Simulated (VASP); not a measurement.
CdS in VASP 6.6.1, single-point calculation

INCAR

```
NBANDS = 16
NSW = 0
LCHARG = .FALSE.
PREC = Accurate
ISPIN = 2
SIGMA = 0.02
MAGMOM = 2 2
METAGGA = RTPSS
NELM = 72
ISMEAR = -1
IBRION = -1
LWAVE = .FALSE.
ISIF = 2
ENCUT = 520
LASPH = .TRUE.
LREAL = .FALSE.
EDIFF = 1E-7
```

KPOINTS

```
KPOINTS created by Atomic Simulation Environment
0
Gamma
8 8 8
0 0 0
```

POSCAR

```
Cd S
 1.0000000000000000
     0.0000000000000000    3.0144587398999998    2.9392148400000000
     3.0144587398999998    0.0000000000000000    2.9392148400000000
     3.0144587398999998    3.0144587398999998    0.0000000000000000
 Cd  S
   1   1
Cartesian
  0.0000000000000000  0.0000000000000000  0.0000000000000000
  1.5072293699499999  1.5072293699499999  1.4696074200000000
```

The recommended PBE PAW datasets give the neutral cell 18 valence electrons.

Command

```
mpirun -np 1 vasp_std
```

OSZICAR

```
N       E                     dE             d eps       ncg     rms          rms(c)
DAV:   1    -0.911016987760E+07   -0.91102E+07   -0.79740E+07  4648   0.230E+06
DAV:   2    -0.941341584040E+07   -0.30325E+06   -0.30321E+06  5176   0.101E+06
DAV:   3    -0.941410099370E+07   -0.68515E+03   -0.68458E+03  4920   0.481E+04
DAV:   4    -0.941411283490E+07   -0.11841E+02   -0.11798E+02  5752   0.589E+03
DAV:   5    -0.941411320597E+07   -0.37107E+00   -0.37096E+00  5376   0.801E+02    0.637E+01
DAV:   6     0.142486325516E+04    0.94155E+07   -0.10405E+04  3816   0.297E+02    0.693E+01
DAV:   7    -0.103427891495E+04   -0.24591E+04   -0.86945E+03  5624   0.393E+01    0.170E+02
DAV:   8     0.159873685609E+03    0.11942E+04   -0.24038E+04  4840   0.142E+03    0.286E+02
DAV:   9    -0.868897743232E+03   -0.10288E+04   -0.74637E+03  5952   0.994E+01    0.127E+02
DAV:  10     0.197059395683E+03    0.10660E+04   -0.20939E+04  4576   0.145E+03    0.472E+01
...
DAV:  47     0.244644384955E+02    0.25606E+04   -0.98821E+03  4192   0.378E+02    0.216E+01
DAV:  48    -0.114104960555E+06   -0.11413E+06   -0.11318E+06  7432   0.889E+01    0.602E+02
DAV:  49     0.173813847951E+03    0.11428E+06   -0.27220E+04  3920   0.147E+03    0.266E+02
DAV:  50    -0.579314897440E+04   -0.59670E+04   -0.54104E+04  6768   0.161E+02    0.155E+02
DAV:  51     0.613214772583E+02    0.58545E+04   -0.11193E+04  4360   0.521E+02    0.276E+01
DAV:  52    -0.163426228212E+03   -0.22475E+03   -0.15987E+03  5504   0.413E+01    0.474E+01
DAV:  53    -0.156415646898E+03    0.70106E+01   -0.28870E+03  4808   0.748E+01    0.745E+01
DAV:  54     0.242947313350E+02    0.18071E+03   -0.30103E+03  4424   0.265E+02    0.521E+01
DAV:  55    -0.496820005029E+03   -0.52111E+03   -0.42351E+03  5496   0.385E+01    0.823E+01
DAV:  56    -0.856161776444E+03   -0.35934E+03   -0.12225E+04  3936   0.377E+02    0.343E+01
```

Standard output (part)

```
...
 -1.871109798371041E-005
 WARNING: Sub-Space-Matrix is not hermitian in DAV           38
  2.193869457387590E-005
 WARNING: Sub-Space-Matrix is not hermitian in DAV            8
 -6.162255031422594E-005
 WARNING: Sub-Space-Matrix is not hermitian in DAV           23
  8.044349075123357E-005
 WARNING: Sub-Space-Matrix is not hermitian in DAV           24
  5.683613919519259E-005
 WARNING: Sub-Space-Matrix is not hermitian in DAV           39
  4.193305543719834E-005
 WARNING: Sub-Space-Matrix is not hermitian in DAV            7
 -3.767672268727231E-005
 WARNING: Sub-Space-Matrix is not hermitian in DAV           24
 -1.211915724061850E-004
 WARNING: Sub-Space-Matrix is not hermitian in DAV           32
 -1.124635352098158E-004
 WARNING: Sub-Space-Matrix is not hermitian in DAV           40
 -1.171757301199841E-004
 WARNING: Sub-Space-Matrix is not hermitian in DAV            8
 -3.823409172077420E-005
 WARNING: Sub-Space-Matrix is not hermitian in DAV            3
 -1.713932698111402E-004
 WARNING: Sub-Space-Matrix is not hermitian in DAV           24
  1.172814715375072E-004
 WARNING: Sub-Space-Matrix is not hermitian in DAV           27
 -1.378872862683876E-005
 WARNING: Sub-Space-Matrix is not hermitian in DAV            7
  2.975112097166754E-005
 WARNING: Sub-Space-Matrix is not hermitian in DAV            7
 -6.758648761523592E-005
 WARNING: Sub-Space-Matrix is not hermitian in DAV            8
 -2.312523060113573E-005
 WARNING: Sub-Space-Matrix is not hermitian in DAV            2
  1.464511565851440E-004
 WARNING: Sub-Space-Matrix is not hermitian in DAV            3
 -1.601018599968492E-004
 WARNING: Sub-Space-Matrix is not hermitian in DAV            6
 -4.784567841517668E-004
 WARNING: Sub-Space-Matrix is not hermitian in DAV            7
  6.076002440765695E-004
 WARNING: Sub-Space-Matrix is not hermitian in DAV            8
  2.630952447670839E-003
 WARNING: Sub-Space-Matrix is not hermitian in DAV            9
 -9.117464535416969E-005
 WARNING: Sub-
```

VASP stopped with an error.

The run took about 7.1 min on one core of a shared host (Intel Xeon 6975P-C) and held 0.26 GiB at most.
